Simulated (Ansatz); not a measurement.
# Beryllium, beta-Sn type under RPBE: structure, energy and stiffness

Aim: take beryllium in the beta-Sn type structure, relax it, solve it on a dense k-mesh, then scale the cell to 7 volumes from 88 to 112 % of the relaxed one and try a fit of the equation of state. Spin polarisation is left out. The k-meshes are 16×16×11 for the relaxation; 29×29×14 for the dense run; 29×29×14 for the volumes.

Method: DFT RPBE, plane waves (420 eV) with PAW, scalar-relativistic; PBE-made PAW files, in Ansatz 0.2.0.

**1. The starting structure**

The structure is tetragonal, space group I4_1/amd (No. 141). The conventional cell has a = 3.966 Å, b = 3.966 Å, c = 2.166 Å, α = 90.00°, β = 90.00°, γ = 90.00°. Be (site symmetry -4m2) is surrounded by 6 Be at 2.06 to 2.17 Å.

As a file:

```xyz
2
Lattice="-1.9832 1.9832 1.0829 1.9832 -1.9832 1.0829 1.9832 1.9832 -1.0829" Properties=species:S:1:pos:R:3 pbc="T T T"
Be    0.0000    0.0000    0.0000
Be    0.0000    1.9832    0.5414
```

**2. Relaxation of the cell**

Contents of input.yaml:

```yaml
crystal:
  lattice:
    - [-1.9832467563, 1.9832467563, 1.0828527289]
    - [1.9832467563, -1.9832467563, 1.0828527289]
    - [1.9832467563, 1.9832467563, -1.0828527289]
  atoms:
    - { symbol: Be, position: [0.0, 0.0, 0.0] }
    - { symbol: Be, position: [0.75, 0.25, 0.5] }
hamiltonian:
  xc: rpbe
  pseudopotentials:
    kind: paw
    azcp:
      Be: "pseudopotentials/Be.paw.azcp"
basis:
  ecutwfc: 420
  fft_grid_basis: typed
kpoints:
  mp_grid: { grid: [16, 16, 11], shift: [0, 0, 0] }
magnetization:
  spin_polarized: false
scf:
  occupations: { method: fermi_dirac, width: 0.1 }
relax:
  max_steps: 60
  f_tol: 0.01
  cell: {}
```

Further steps of the session: Single point on a dense mesh; Equation of state: 88 %; Equation of state: 92 %; Equation of state: 96 %; Equation of state: 100 %; Equation of state: 104 %; Equation of state: 108 %; Equation of state: 112 %.

Q: Predict the outcome of this session. Wanted: space group; conventional cell; volume; shortest distance; gap on the mesh; relative to hcp; V₀, B₀, B₀′.

The runs gave:

| quantity | value |
| --- | --- |
| space group (spins left aside) | P6_3/mmc (No. 194) |
| conventional cell | a = 2.285 Å, c = 3.589 Å (c/a = 1.571) |
| volume | 8.116 Å³/atom |
| shortest distance | 2.227 Å |
| gap on the mesh | none (levels filled in part) |
| relative to hcp | +1 meV/atom |
| V₀, B₀, B₀′ | 8.114 Å³/atom, 119 GPa, 3.3 |

In words: The relaxation shrank the cell by 4.7 % in volume. What began as beta-Sn type has relaxed into hcp. What follows belongs to that structure, not to the type named at the start. The mesh has less symmetry than the lattice, which may have let the distortion in. It lies 1 meV/atom above the element's reference form at the same level (hcp, from a run of its own), within what mesh and smearing can decide. Levels at the Fermi energy are filled in part, as in a metal. B₀ comes out at 119 GPa; letting shape and positions relax at each volume could only lower it.
